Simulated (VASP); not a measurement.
# Vibrations of Te2Mo: a test of the settings, part 2 of 2

Aim: test the modes of Te2Mo against the numerical settings. The starting structure is a measured crystal structure from the Crystallography Open Database.

VASP 6.6.1.

Results so far: reference B1g (2) 296.2 cm⁻¹.

### 3. Modes with a 4×4×1 mesh

Level of this step: LDA; plane waves and PAW (Te, Mo_sv) (VASP).

Against step 2 the input has a 4×4×1 mesh (also changed: KPAR).

File INCAR:

```
SYSTEM = Te2Mo
PREC = Accurate
ENCUT = 450
EDIFF = 1E-08
NELM = 100
ISMEAR = 0
SIGMA = 0.03
LREAL = .FALSE.
ALGO = Normal
GGA = CA
NBANDS = 32
LASPH = .TRUE.
LORBIT = 11
LWAVE = .FALSE.
LCHARG = .FALSE.
KPAR = 2
IBRION = 6
NFREE = 2
POTIM = 0.015
NSW = 1
ISIF = 2
```

File POSCAR:

```
Te2Mo
1.0
    3.4740217847      0.0000000000      0.0000000000
   -1.7370108923      3.0085911189      0.0000000000
    0.0000000000      0.0000000000     13.7687214814
Te Mo
4 2
Direct
    0.6666666667      0.3333333333      0.3806893049
    0.3333333333      0.6666666667      0.8806893049
    0.6666666667      0.3333333333      0.1193106951
    0.3333333333      0.6666666667      0.6193106951
    0.6666666667      0.3333333333      0.7500000000
    0.3333333333      0.6666666667      0.2500000000
```

File KPOINTS:

```
Automatic mesh
0
Gamma
4 4 1
0 0 0
```

PAW data sets: Te and Mo_sv (LDA family, release 64).

Started as:

```console
mpirun -np 8 vasp_std
```

Output:

```text
[banner, memory and clock lines left out]
running    8 mpi-ranks, on    1 nodes
[...]
[... a notice as in an earlier step ...]

 LDA part: xc-table for (Slater(with rela. corr.)+CA(PZ))
 , standard interpolation
 POSCAR, INCAR and KPOINTS ok, starting setup
[...]
entering main loop
       N       E                     dE             d eps       ncg     rms          rms(c)
DAV:   1     0.394135090358E+03    0.39414E+03   -0.25285E+04   304   0.131E+03
DAV:   2    -0.180884882663E+02   -0.41222E+03   -0.40146E+03   320   0.341E+02
DAV:   3    -0.420595408941E+02   -0.23971E+02   -0.23123E+02   320   0.690E+01
DAV:   4    -0.426577570657E+02   -0.59822E+00   -0.59438E+00   288   0.115E+01
[...]
DAV:  16    -0.413194309544E+02    0.51000E-06   -0.91377E-07   320   0.535E-03    0.105E-02
DAV:  17    -0.413194308465E+02    0.10792E-06   -0.38143E-07   336   0.287E-03    0.190E-03
DAV:  18    -0.413194308384E+02    0.80108E-08   -0.25296E-08   224   0.810E-04
   1 F= -.41319431E+02 E0= -.41319431E+02  d E =-.661556E-20
[... from here on, the cycles between the ionic steps are left out ...]
   2 F= -.41318637E+02 E0= -.41318637E+02  d E =-.390632E-20
   3 F= -.41318637E+02 E0= -.41318637E+02  d E =-.391287E-20
   4 F= -.41317246E+02 E0= -.41317246E+02  d E =-.103736E-17
   5 F= -.41318687E+02 E0= -.41318687E+02  d E =-.542508E-22
   6 F= -.41317770E+02 E0= -.41317770E+02  d E =-.200858E-20
   7 F= -.41317770E+02 E0= -.41317770E+02  d E =-.201000E-20
   8 F= -.41316961E+02 E0= -.41316961E+02  d E =-.503579E-19
   9 F= -.41316961E+02 E0= -.41316961E+02  d E =-.503650E-19
 Finite differences progress:
  Degree of freedom:   4/  4
  Displacement:        2/  2
  Total:               8/  8
```

Run time: 25 s. Hardware: 8 MPI ranks of Intel Xeon 6975P-C (Granite Rapids), shared host; peak memory 1.4 GiB; 3.2 min of CPU time.

Parts of OUTCAR (step 3):

```text
  Total       -0.2085225     -0.2085225      0.3665724     -0.0000000     -0.0000000      0.0000000
  in kB       -2.3215294     -2.3215294      4.0811354     -0.0000000     -0.0000000      0.0000000
  external PRESSURE =      -0.1873078 kB  Pullay stress =       0.0000000 kB

 POSITION                                       TOTAL-FORCE (eV/Angst)
 -----------------------------------------------------------------------------------
      1.73701      1.00286      5.24161         0.000000     -0.000000     -0.046880
     -0.00000      2.00573     12.12597         0.000000     -0.000000     -0.207267
      1.73701      1.00286      1.64276         0.000000     -0.000000      0.050220
     -0.00000      2.00573      8.52712         0.000000     -0.000000     -0.117187
      1.73701      1.00286     10.31154        -0.000000      0.000000      0.329368
     -0.00000      2.00573      3.44218        -0.000000      0.000000     -0.008253
 -----------------------------------------------------------------------------------
    total drift:                                0.000000     -0.000000     -0.000100

  FREE ENERGIE OF THE ION-ELECTRON SYSTEM (eV)
  ---------------------------------------------------
  free  energy   TOTEN  =       -41.3169612881 eV

  energy  without entropy=      -41.3169612881  energy(sigma->0) =      -41.31696129

[... 1 part as in an earlier step ...]

[... 2 further parts left out ...]
[key lines of the parts left out:]
E-fermi :   8.7552
```

The last energy, forces and stress in OUTCAR belong to the last displaced cell, not to that of POSCAR.

With a 4×4×1 mesh the compared modes are at the top B1g (2) 294.9, A2u 289.0 cm⁻¹, at the bottom B1g (1) 38.8, E2g 27.4 cm⁻¹, with 4 more of the listed ones between; the largest shift among the levels compared is +3.6 cm⁻¹, in A1g, from the reference.

### 4. Modes with a cutoff of 240 eV

Against step 2 the input has ENCUT = 240.

Changes to INCAR since step 3:

```diff
@@ -2,3 +2,3 @@
 PREC = Accurate
-ENCUT = 450
+ENCUT = 240
 EDIFF = 1E-08
@@ -15,3 +15,3 @@
 LCHARG = .FALSE.
-KPAR = 2
+KPAR = 8
 IBRION = 6
```

POSCAR is that of step 3.

File KPOINTS:

```
Automatic mesh
0
Gamma
8 8 2
0 0 0
```

Started as:

```console
mpirun -np 8 vasp_std
```

Output:

```text
[banner, memory and clock lines left out]
running    8 mpi-ranks, on    1 nodes
[...]
[... a notice as in an earlier step ...]

 LDA part: xc-table for (Slater(with rela. corr.)+CA(PZ))
 , standard interpolation
 POSCAR, INCAR and KPOINTS ok, starting setup
[...]
entering main loop
       N       E                     dE             d eps       ncg     rms          rms(c)
DAV:   1     0.242022772996E+03    0.24202E+03   -0.19091E+04  1640   0.800E+02
DAV:   2    -0.296121244957E+02   -0.27163E+03   -0.26458E+03  1680   0.254E+02
DAV:   3    -0.422898340963E+02   -0.12678E+02   -0.12570E+02  1544   0.485E+01
DAV:   4    -0.425716055197E+02   -0.28177E+00   -0.28100E+00  1576   0.697E+00
[...]
DAV:  16    -0.412186180647E+02    0.88720E-06   -0.20229E-06  1560   0.728E-03    0.144E-02
DAV:  17    -0.412186179864E+02    0.78272E-07   -0.43683E-07  1544   0.284E-03    0.333E-03
DAV:  18    -0.412186179848E+02    0.16134E-08   -0.38508E-08  1280   0.864E-04
   1 F= -.41218618E+02 E0= -.41218618E+02  d E =-.625766E-52
[... from here on, the cycles between the ionic steps are left out ...]
   2 F= -.41217824E+02 E0= -.41217824E+02  d E =-.402313E-53
   3 F= -.41217824E+02 E0= -.41217824E+02  d E =-.440951E-54
   4 F= -.41217378E+02 E0= -.41217378E+02  d E =-.638492E-51
   5 F= -.41216959E+02 E0= -.41216959E+02  d E =-.267824E-51
   6 F= -.41216972E+02 E0= -.41216972E+02  d E =-.104327E-50
   7 F= -.41216972E+02 E0= -.41216972E+02  d E =-.116985E-10
   8 F= -.41216137E+02 E0= -.41216137E+02  d E =-.226730E-48
   9 F= -.41216137E+02 E0= -.41216137E+02  d E =-.257324E-52
 Finite differences progress:
  Degree of freedom:   4/  4
  Displacement:        2/  2
  Total:               8/  8
```

It took 63 s on 8 MPI ranks; peak memory 2.5 GiB.

Parts of OUTCAR (step 4):

```text
  Total       -1.6123832     -1.6123832     -1.5982108     -0.0000000      0.0000000      0.0000000
  in kB      -17.9510359    -17.9510359    -17.7932518     -0.0000000      0.0000000      0.0000000
  external PRESSURE =     -17.8984412 kB  Pullay stress =       0.0000000 kB

 POSITION                                       TOTAL-FORCE (eV/Angst)
 -----------------------------------------------------------------------------------
      1.73701      1.00286      5.24161         0.000000      0.000000      0.015578
     -0.00000      2.00573     12.12597         0.000000     -0.000000     -0.146549
      1.73701      1.00286      1.64276        -0.000000     -0.000000     -0.011333
     -0.00000      2.00573      8.52712        -0.000000      0.000000     -0.180175
      1.73701      1.00286     10.31154        -0.000000     -0.000000      0.330978
     -0.00000      2.00573      3.44218        -0.000000     -0.000000     -0.008499
 -----------------------------------------------------------------------------------
    total drift:                                0.000000      0.000000     -0.000596

  FREE ENERGIE OF THE ION-ELECTRON SYSTEM (eV)
  ---------------------------------------------------
  free  energy   TOTEN  =       -41.2161374346 eV

  energy  without entropy=      -41.2161374346  energy(sigma->0) =      -41.21613743

[... 1 part as in an earlier step ...]

[... 2 further parts left out ...]
[key lines of the parts left out:]
E-fermi :   8.8904
```

With a cutoff of 240 eV the compared modes are at the top B1g (2) 296.0, A2u 289.6 cm⁻¹, at the bottom B1g (1) 38.5, E2g 27.9 cm⁻¹, with 4 more of the listed ones between; the largest shift among the levels compared is -1.1 cm⁻¹, in E2g, from the reference.

### 5. Modes with a 10×10×2 mesh

Against step 2 the input has a 10×10×2 mesh.

Changes to INCAR since step 4:

```diff
@@ -2,3 +2,3 @@
 PREC = Accurate
-ENCUT = 240
+ENCUT = 450
 EDIFF = 1E-08
```

POSCAR is that of step 4.

File KPOINTS:

```
Automatic mesh
0
Gamma
10 10 2
0 0 0
```

Started as:

```console
mpirun -np 8 vasp_std
```

Output:

```text
[... set-up lines as in an earlier step ...]
 entering main loop
       N       E                     dE             d eps       ncg     rms          rms(c)
DAV:   1     0.386257971063E+03    0.38626E+03   -0.25336E+04  2104   0.131E+03
DAV:   2    -0.194693575710E+02   -0.40573E+03   -0.39538E+03  2200   0.337E+02
DAV:   3    -0.420766446840E+02   -0.22607E+02   -0.22129E+02  2272   0.669E+01
DAV:   4    -0.426128225786E+02   -0.53618E+00   -0.53454E+00  2152   0.105E+01
[...]
DAV:  17    -0.412631570534E+02    0.17951E-06   -0.66495E-07  2208   0.376E-03    0.262E-03
DAV:  18    -0.412631570415E+02    0.11978E-07   -0.31141E-08  1704   0.754E-04    0.229E-03
DAV:  19    -0.412631570316E+02    0.98544E-08   -0.45872E-08  1752   0.103E-03
   1 F= -.41263157E+02 E0= -.41263157E+02  d E =-.496524E-49
[... from here on, the cycles between the ionic steps are left out ...]
   2 F= -.41262362E+02 E0= -.41262362E+02  d E =-.535670E-49
   3 F= -.41262362E+02 E0= -.41262362E+02  d E =-.605844E-48
   4 F= -.41261732E+02 E0= -.41261732E+02  d E =-.459915E-49
   5 F= -.41261684E+02 E0= -.41261684E+02  d E =-.106601E-48
   6 F= -.41261502E+02 E0= -.41261502E+02  d E =-.576207E-50
   7 F= -.41261502E+02 E0= -.41261502E+02  d E =-.109214E-10
   8 F= -.41260672E+02 E0= -.41260672E+02  d E =-.561406E-48
   9 F= -.41260672E+02 E0= -.41260672E+02  d E =-.328444E-49
 Finite differences progress:
  Degree of freedom:   4/  4
  Displacement:        2/  2
  Total:               8/  8
```

The job ended after 3.5 min (8 MPI ranks; peak memory 5 GiB; 23 min of CPU time).

From OUTCAR (step 5):

```text
  Total        0.0073711      0.0073711      0.0044087      0.0000000      0.0000000      0.0000000
  in kB        0.0820640      0.0820640      0.0490831      0.0000000      0.0000000      0.0000000
  external PRESSURE =       0.0710703 kB  Pullay stress =       0.0000000 kB

 POSITION                                       TOTAL-FORCE (eV/Angst)
 -----------------------------------------------------------------------------------
      1.73701      1.00286      5.24161         0.000000     -0.000000      0.003101
     -0.00000      2.00573     12.12597         0.000000     -0.000000     -0.158966
      1.73701      1.00286      1.64276         0.000000     -0.000000      0.000914
     -0.00000      2.00573      8.52712        -0.000000     -0.000000     -0.167908
      1.73701      1.00286     10.31154        -0.000000      0.000000      0.331457
     -0.00000      2.00573      3.44218        -0.000000      0.000000     -0.008598
 -----------------------------------------------------------------------------------
    total drift:                                0.000000     -0.000000     -0.000101

  FREE ENERGIE OF THE ION-ELECTRON SYSTEM (eV)
  ---------------------------------------------------
  free  energy   TOTEN  =       -41.2606716665 eV

  energy  without entropy=      -41.2606716665  energy(sigma->0) =      -41.26067167

[... 1 part as in an earlier step ...]

[... 2 further parts left out ...]
[key lines of the parts left out:]
E-fermi :   8.8790
```

With a 10×10×2 mesh the compared modes are at the top B1g (2) 296.1, A2u 289.7 cm⁻¹, at the bottom B1g (1) 39.0, E2g 29.0 cm⁻¹, with 4 more of the listed ones between; the largest shift among the levels compared is -0.1 cm⁻¹, in B1g (2), from the reference.

### 6. The runs compared

```csv
run,B1g (2),A2u,A1g,B2u,E1g,E2u,B1g (1),E2g,core minutes
reference,296.2,289.8,178.0,174.3,120.9,118.7,39.0,29.0,17.5
a 4×4×1 mesh,294.9,289.0,181.6,175.2,120.2,118.9,38.8,27.4,3.33
a cutoff of 240 eV,296.0,289.6,178.0,174.3,120.8,118.5,38.5,27.9,8.4
a 10×10×2 mesh,296.1,289.7,178.0,174.3,120.9,118.7,39.0,29.0,28.3
```

Modes are in cm⁻¹, degenerate ones as one, matched between runs by symmetry and order. A number in brackets counts the listed modes of one symmetry from the lowest. The symmetry labels come from an automatic analysis and can be wrong where levels nearly coincide. Levels within 1 cm⁻¹ of another in the first run are left out, since their labels are uncertain. Core minutes are wall time times ranks of the run shown, on a shared host.

### 7. Outcome

```
B1g (2), reference          : 296.2 cm⁻¹
E2g, reference              : 29.0 cm⁻¹
B1g (2), a 4×4×1 mesh       : 294.9 cm⁻¹
E2g, a 4×4×1 mesh           : 27.4 cm⁻¹
B1g (2), a cutoff of 240 eV : 296.0 cm⁻¹
E2g, a cutoff of 240 eV     : 27.9 cm⁻¹
B1g (2), a 10×10×2 mesh     : 296.1 cm⁻¹
E2g, a 10×10×2 mesh         : 29.0 cm⁻¹
```

What this shows: The largest change comes with a 4×4×1 mesh: +3.6 cm⁻¹ in A1g. On finer settings the modes change by up to -0.1 cm⁻¹ in B1g (2) with a 10×10×2 mesh, not denser along every axis. Other changes move the modes by more: +3.6 cm⁻¹ in A1g with a 4×4×1 mesh and -1.1 cm⁻¹ in E2g with a cutoff of 240 eV. The frequencies are harmonic, and the splitting of polar modes by their long-range field is left out. Further runs on this material are not shown.

[Lines on the potential files, build, host, timing and source positions are cut from VASP's logs without a mark.]

[Logs are printed without paths, hosts, clocks, repeated set-up lines and the standing remarks that a program may print on its own settings, such as how far it seeks lower states.]

[Hosts, paths, dates, database ids (printed as entryN), source tags and the programs' standing remarks are cut or masked in the printed files.]
